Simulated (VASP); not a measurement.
# AgCl (Chlorargyrite) (Fm-3m) in VASP: further runs

Runs on AgCl (Chlorargyrite). Level: PBEsol. Tasks: single point.

All numbers are computed with VASP 6.6.1; they aren't measurements. Logs are shortened: lines on timing, memory, paths and dates and some standing lists are left out, and cuts for length are marked.

## 1. The structure

Symmetry: Fm-3m, No. 225, cubic system. The conventional cell has a = 5.470 Å, b = 5.470 Å, c = 5.470 Å, α = 90.00°, β = 90.00°, γ = 90.00°. Around Ag (site symmetry m-3m) lie 6 Cl at 2.73 Å. Cl (site symmetry m-3m) is surrounded by 6 Ag at 2.73 Å.

## 2. Single point, PBEsol

The input, INCAR:

```
PREC = Accurate
ENCUT = 300
EDIFF = 1E-6
ISMEAR = 0
SIGMA = 0.05
LREAL = F
LASPH = T
NELM = 100
ALGO = Normal
ISIF = 2
LWAVE = F
LCHARG = F
GGA = PS
ADDGRID = F
```

The input, KPOINTS:

```
Automatic mesh
0
Gamma
  10 10 10
```

The input, POSCAR:

```
AgCl
1.0
    0.0000000000      2.7350000000      2.7350000000
    2.7350000000      0.0000000000      2.7350000000
    2.7350000000      2.7350000000      0.0000000000
Ag Cl
1 1
Direct
    0.0000000000      0.0000000000      0.0000000000
    0.5000000000      0.5000000000      0.5000000000
```

Potentials or basis: VASP PAW PBE potentials, release 64 (Ag, Cl).

Started as:

```
cat potpaw_PBE.64/Ag/POTCAR potpaw_PBE.64/Cl/POTCAR > POTCAR
mpirun -np 1 vasp_std > vasp.out
```

OUTCAR:

```text
PREC = Accurate
   ENCUT = 300
   EDIFF = 1E-6
   ISMEAR = 0
   LREAL = F
   LASPH = T
   NELM = 100
   ISIF = 2
   GGA = PS

 Found     47 irreducible k-points:

 Following reciprocal coordinates:
            Coordinates               Weight
  0.000000  0.000000  0.000000      1.000000
  0.100000  0.000000  0.000000      8.000000
  0.200000  0.000000  0.000000      8.000000
  0.300000  0.000000  0.000000      8.000000
  0.400000  0.000000  0.000000      8.000000
  0.500000  0.000000  0.000000      4.000000
   k-points           NKPTS =     47   k-points in BZ     NKDIM =     47   number of bands    NBANDS=     13
   number of dos      NEDOS =    301   number of ions     NIONS =      2
   total plane-waves  NPLWV =  13824
   dimension x,y,z NGX =    24 NGY =   24 NGZ =   24
   dimension x,y,z NGXF=    48 NGYF=   48 NGZF=   48
   ions per type =               1   1
   NGX,Y,Z   is equivalent  to a cutoff of  10.32, 10.32, 10.32 a.u.
   NGXF,Y,Z  is equivalent  to a cutoff of  20.63, 20.63, 20.63 a.u.
 SYSTEM =  unknown system
   PREC   = accura    normal or accurate (medium, high low for compatibility)
   ISTART =      0    job   : 0-new  1-cont  2-samecut
   ICHARG =      2    charge: 1-file 2-atom 10-const
   ISPIN  =      1    spin polarized calculation?
   LNONCOLLINEAR =      F non collinear calculations
   LSORBIT =      F    spin-orbit coupling
   LASPH  =      T    aspherical Exc in radial PAW
   ENCUT  =  300.0 eV  22.05 Ry    4.70 a.u.   5.46  5.46  5.46*2*pi/ulx,y,z
   NELM   =    100;   NELMIN=  2; NELMDL= -5     # of ELM steps
   EDIFF  = 0.1E-05   stopping-criterion for ELM
   LREAL  =      F    real-space projection
   EDIFFG = 0.1E-04   stopping-criterion for IOM
   NSW    =      0    number of steps for IOM
   IBRION =     -1    ionic relax: 0-MD 1-quasi-New 2-CG
   NFREE  =      0    steps in history (QN), initial steepest desc. (CG)
   ISIF   =      2    stress and relaxation
   ISYM   =      2    0-nonsym 1-usesym 2-fastsym
   POTIM  = 0.5000    time-step for ionic-motion
   TEBEG  =    0.0;   TEEND  =   0.0 temperature during run
   PSTRESS=    0.0 pullay stress
   NELECT =      18.0000    total number of electrons
   NUPDOWN=      -1.0000    fix difference up-down
   EMIN   =  10.00;   EMAX   =-10.00  energy-range for DOS
   EFERMI =   0.00;   METHOD = LEGACY
   ISMEAR =     0;   SIGMA  =   0.05  broadening in eV -4-tet -1-fermi 0-gaus
   EFERMI_NEDOS =   21; number of points for ismear=-14 and -15
   IALGO  =     38    algorithm
   IMIX   =      4    mixing-type and parameters
     AMIX     =   0.40;   BMIX     =  1.00
     AMIX_MAG =   1.60;   BMIX_MAG =  1.00
  volume/ion in A,a.u.               =      20.46       138.06
  Fermi-wavevector in a.u.,A,eV,Ry     =   1.245083  2.352866 21.092186  1.550232
  Thomas-Fermi vector in A             =   2.379321
   LORBIT       =      0    0 simple, 1 ext, 2 COOP (PROOUT), +10 PAW based schemes
   GGA     = PS    functional components
   LHFCALC =     F    Hartree Fock is set to
   AEXX    =    0.0000 exact exchange contribution
   IVDW    =     0    specifies the selected vdW correction
   LEPSILON=     F    determine dielectric tensor
   LRPA    =     F    only Hartree local field effects (RPA)
 non-spin polarized calculation
 Gauss-broadening in eV      SIGMA  =   0.05
  energy-cutoff  :      300.00
  volume of cell :       40.92
 maximum number of plane-waves:       531
 NGX is ok and might be reduce to    24
   NGX = 11   NGY = 11   NGZ = 11

 number of electron      17.9999996 magnetization

 Free energy of the ion-electron system (eV)
  ---------------------------------------------------
  ext. energy  EPLUGINS =         0.00000000
  ---------------------------------------------------
  free energy    TOTEN  =        -6.06408514 eV

  energy without entropy =       -6.06408514  energy(sigma->0) =       -6.06408514

 E-fermi :   4.5016     XC(G=0): -10.4353

 val. band max:        4.2615107549   @ k =   0.5000   0.0000   0.0000
 cond. band min:       4.9704653415   @ k =   0.0000   0.0000   0.0000
 fundamental gap:      0.7089545866
 Fermi energy:         4.5016028820

 k-point     1 :       0.0000    0.0000    0.0000
  band No.  band energies     occupation
      1     -11.1795      2.00000
      2       1.6101      2.00000
      3       1.6101      2.00000
      4       1.6101      2.00000
      5       1.6517      2.00000
      6       1.6517      2.00000
      7       1.7458      2.00000
      8       1.7458      2.00000
      9       1.7458      2.00000
     10       4.9705      0.00000
     11      14.9941      0.00000
     12      14.9941      0.00000
     13      14.9941      0.00000

 k-point     2 :       0.1000    0.0000    0.0000
  band No.  band energies     occupation
      1     -11.1349      2.00000
      2       1.0534      2.00000
      3       1.0607      2.00000
      4       1.0607      2.00000
      5       1.6517      2.00000
      6       1.6517      2.00000
      7       1.8927      2.00000
      8       2.3866      2.00000
      9       2.3866      2.00000
     10       5.4876      0.00000
     11      13.9252      0.00000
     12      14.8239      0.00000
     13      14.8239      0.00000

 k-point     3 :       0.2000    0.0000    0.0000
  band No.  band energies     occupation
      1     -11.0141      2.00000
      2       0.1609      2.00000
      3       0.5252      2.00000
      4       0.5252      2.00000
      5       1.7516      2.00000
      6       1.7516      2.00000
      7       2.0172      2.00000
      8       3.0675      2.00000
      9       3.0675      2.00000
     10       6.5441      0.00000
     11      12.5141      0.00000
     12      13.9002      0.00000
     13      13.9002      0.00000

 k-point     4 :       0.3000    0.0000    0.0000
  band No.  band energies     occupation
      1     -10.8566      2.00000
      2      -0.6601      2.00000
      3       0.1197      2.00000
      4       0.1197      2.00000
      5       1.8797      2.00000
      6       1.8797      2.00000
      7       2.1648      2.00000
      8       3.6697      2.00000
      9       3.6697      2.00000
     10       7.5466      0.00000
     11      11.4304      0.00000
     12      12.7850      0.00000
     13      12.7850      0.00000

 k-point     5 :       0.4000    0.0000    0.0000
  band No.  band energies     occupation
      1     -10.7214      2.00000
      2      -1.2227      2.00000
      3      -0.1320      2.00000
      4      -0.1320      2.00000
      5       1.9873      2.00000
      6       1.9873      2.00000
      7       2.3044      2.00000
      8       4.1013      2.00000
      9       4.1013      2.00000
     10       8.0796      0.00000
     11      10.9609      0.00000
     12      11.9948      0.00000
     13      11.9948      0.00000

 k-point     6 :       0.5000    0.0000    0.0000
  band No.  band energies     occupation
      1     -10.6678      2.00000
      2      -1.4226      2.00000
      3      -0.2175      2.00000
      4      -0.2175      2.00000
      5       2.0293      2.00000
      6       2.0293      2.00000
      7       2.3643      2.00000
      8       4.2615      2.00000
      9       4.2615      2.00000
     10       8.1711      0.00000
     11      10.9178      0.00000
     12      11.7081      0.00000
     13      11.7081      0.00000

 [... further k-points ...]
[... 5 lines left out ...]
  --------------------------------------------------------------------------------------
  -------------------------------------------------------------------------------------
  Total       -0.2890391     -0.2890391     -0.2890391      0.0000000      0.0000000      0.0000000
  in kB      -11.3178836    -11.3178836    -11.3178836      0.0000000      0.0000000      0.0000000
  external PRESSURE =     -11.3178836 kB  Pullay stress =       0.0000000 kB

 VOLUME and BASIS-vectors are now :
 -----------------------------------------------------------------------------
  energy-cutoff  :      300.00
  volume of cell :       40.92
      direct lattice vectors                 reciprocal lattice vectors
     0.000000000  2.735000000  2.735000000    -0.182815356  0.182815356  0.182815356
     2.735000000  0.000000000  2.735000000     0.182815356 -0.182815356  0.182815356
     2.735000000  2.735000000  0.000000000     0.182815356  0.182815356 -0.182815356

 POSITION                                       TOTAL-FORCE (eV/Angst)
 -----------------------------------------------------------------------------------
      0.00000      0.00000      0.00000         0.000000      0.000000     -0.000000
      2.73500      2.73500      2.73500        -0.000000      0.000000      0.000000
 -----------------------------------------------------------------------------------
    total drift:                                0.000000     -0.000000     -0.000000

  FREE ENERGIE OF THE ION-ELECTRON SYSTEM (eV)
  ---------------------------------------------------
  free  energy   TOTEN  =        -6.0640851418 eV

  energy  without entropy=       -6.0640851418  energy(sigma->0) =       -6.06408514
```

Wall time 4.2 s (1 thread of Intel Xeon 6975P-C (Granite Rapids), shared host); peak memory 0.14 GiB.

The run converged, but some of its settings lie outside the range that counts as converged, so its numbers aren't taken as properties of the crystal.

Results:

```
Free energy            : -6.0641 eV
Pressure               : -1.1 GPa
Band gap on the k mesh : 0.71 eV, indirect (least direct gap 3.10 eV)
```

Caveat: the cutoff is under 1.25 times the usual one of these potentials, so pressure, stress and relaxed cells hold a basis-set (Pulay) error; the PAW data sets were made with another functional, which shifts forces and pressure a little.

## 3. Single point, PBEsol

Edit INCAR of step 2 so:

```diff
@@ -1,3 +1,3 @@
 PREC = Accurate
-ENCUT = 300
+ENCUT = 900
 EDIFF = 1E-6
```

The input, KPOINTS:

```
Automatic mesh
0
Gamma
  6 6 6
```

POSCAR is that of step 2.

Potentials or basis: VASP PAW PBE potentials, release 64 (Ag, Cl).

Started as:

```
cat potpaw_PBE.64/Ag/POTCAR potpaw_PBE.64/Cl/POTCAR > POTCAR
mpirun -np 1 vasp_std > vasp.out
```

Run time: 9.9 s. Hardware: 1 thread of Intel Xeon 6975P-C (Granite Rapids), shared host; peak memory 0.24 GiB.

These settings aren't checked as converged: the numbers below hold their error.

Results:

```yaml
Free_energy: -6.0599 eV
Pressure: -0.7 GPa
Band_gap_on_the_k_mesh: 0.72 eV, indirect (least direct gap 3.23 eV)
```

Caveat: the PAW data sets were made with another functional, which shifts forces and pressure a little.

## 4. Single point, PBEsol

Edit INCAR of step 3 so:

```diff
@@ -1,3 +1,3 @@
 PREC = Accurate
-ENCUT = 900
+ENCUT = 350
 EDIFF = 1E-6
```

The input, KPOINTS:

```
Automatic mesh
0
Gamma
  10 10 10
```

POSCAR is that of step 3.

Potentials or basis: VASP PAW PBE potentials, release 64 (Ag, Cl).

Started as:

```
cat potpaw_PBE.64/Ag/POTCAR potpaw_PBE.64/Cl/POTCAR > POTCAR
mpirun -np 1 vasp_std > vasp.out
```

OUTCAR:

```text
PREC = Accurate
   ENCUT = 350
   EDIFF = 1E-6
   ISMEAR = 0
   LREAL = F
   LASPH = T
   NELM = 100
   ISIF = 2
   GGA = PS

 Found     47 irreducible k-points:

 Following reciprocal coordinates:
            Coordinates               Weight
  0.000000  0.000000  0.000000      1.000000
  0.100000  0.000000  0.000000      8.000000
  0.200000  0.000000  0.000000      8.000000
  0.300000  0.000000  0.000000      8.000000
  0.400000  0.000000  0.000000      8.000000
  0.500000  0.000000  0.000000      4.000000
[... 163 lines left out ...]
      8       4.2551      2.00000
      9       4.2551      2.00000
     10       8.1696      0.00000
     11      10.9199      0.00000
     12      11.7023      0.00000
     13      11.7023      0.00000

 [... further k-points ...]
[... 5 lines left out ...]
  --------------------------------------------------------------------------------------
  -------------------------------------------------------------------------------------
  Total       -0.2986105     -0.2986105     -0.2986105      0.0000000     -0.0000000     -0.0000000
  in kB      -11.6926707    -11.6926707    -11.6926707      0.0000000     -0.0000000     -0.0000000
  external PRESSURE =     -11.6926707 kB  Pullay stress =       0.0000000 kB

 VOLUME and BASIS-vectors are now :
 -----------------------------------------------------------------------------
  energy-cutoff  :      350.00
  volume of cell :       40.92
      direct lattice vectors                 reciprocal lattice vectors
     0.000000000  2.735000000  2.735000000    -0.182815356  0.182815356  0.182815356
     2.735000000  0.000000000  2.735000000     0.182815356 -0.182815356  0.182815356
     2.735000000  2.735000000  0.000000000     0.182815356  0.182815356 -0.182815356

 POSITION                                       TOTAL-FORCE (eV/Angst)
 -----------------------------------------------------------------------------------
      0.00000      0.00000      0.00000         0.000000      0.000000      0.000000
      2.73500      2.73500      2.73500        -0.000000      0.000000      0.000000
 -----------------------------------------------------------------------------------
    total drift:                                0.000000     -0.000000     -0.000000

  FREE ENERGIE OF THE ION-ELECTRON SYSTEM (eV)
  ---------------------------------------------------
  free  energy   TOTEN  =        -6.0617730167 eV

  energy  without entropy=       -6.0617730167  energy(sigma->0) =       -6.06177302
```

OSZICAR:

```text
N       E                     dE             d eps       ncg     rms          rms(c)
DAV:   1     0.704038137490E+02    0.70404E+02   -0.71393E+03  1376   0.896E+02
DAV:   2    -0.362367365549E+01   -0.74027E+02   -0.70391E+02  1472   0.206E+02
DAV:   3    -0.620252518580E+01   -0.25789E+01   -0.25724E+01  1422   0.414E+01
DAV:   4    -0.622196936274E+01   -0.19444E-01   -0.19442E-01  1402   0.395E+00
DAV:   5    -0.622222473841E+01   -0.25538E-03   -0.25537E-03  1412   0.448E-01    0.723E+00
DAV:   6    -0.606592231701E+01    0.15630E+00   -0.37251E-01  1336   0.863E+00    0.467E+00
DAV:   7    -0.606323315730E+01    0.26892E-02   -0.75260E-02  1237   0.218E+00    0.203E+00
DAV:   8    -0.606179146533E+01    0.14417E-02   -0.43192E-03  1317   0.816E-01    0.330E-01
DAV:   9    -0.606174625157E+01    0.45214E-04   -0.53265E-04  1372   0.335E-01    0.489E-02
DAV:  10    -0.606176836041E+01   -0.22109E-04   -0.40382E-05  1327   0.619E-02    0.162E-02
DAV:  11    -0.606177309793E+01   -0.47375E-05   -0.37133E-06  1282   0.194E-02    0.204E-03
DAV:  12    -0.606177301669E+01    0.81243E-07   -0.18316E-07   721   0.587E-03
   1 F= -.60617730E+01 E0= -.60617730E+01  d E =-.528683E-14
```

stdout:

```text
POSCAR found type information on POSCAR AgCl
 POSCAR found :  2 types and       2 ions
 scaLAPACK will be used
 -----------------------------------------------------------------------------
|                                                                             |
|                                                                             |
|     You enforced a specific xc type in the INCAR file but a different       |
|     I HOPE YOU KNOW WHAT YOU ARE DOING!                                     |
|                                                                             |
 -----------------------------------------------------------------------------

 LDA part: xc-table for (Slater+PW92), standard interpolation
 POSCAR, INCAR and KPOINTS ok, starting setup
 FFT: planning ... GRIDC
 FFT: planning ... GRID_SOFT
 FFT: planning ... GRID
 WAVECAR not read
 entering main loop
```

Wall time 4.3 s (1 thread of Intel Xeon 6975P-C (Granite Rapids), shared host); peak memory 0.14 GiB.

These settings aren't checked as converged: the numbers below hold their error.

Results:

- Free energy: -6.0618 eV
- Pressure: -1.2 GPa
- Band gap on the k mesh: 0.72 eV, indirect (least direct gap 3.11 eV)

Caveat: the PAW data sets were made with another functional, which shifts forces and pressure a little.

(Part 1 of 2 ends here.)
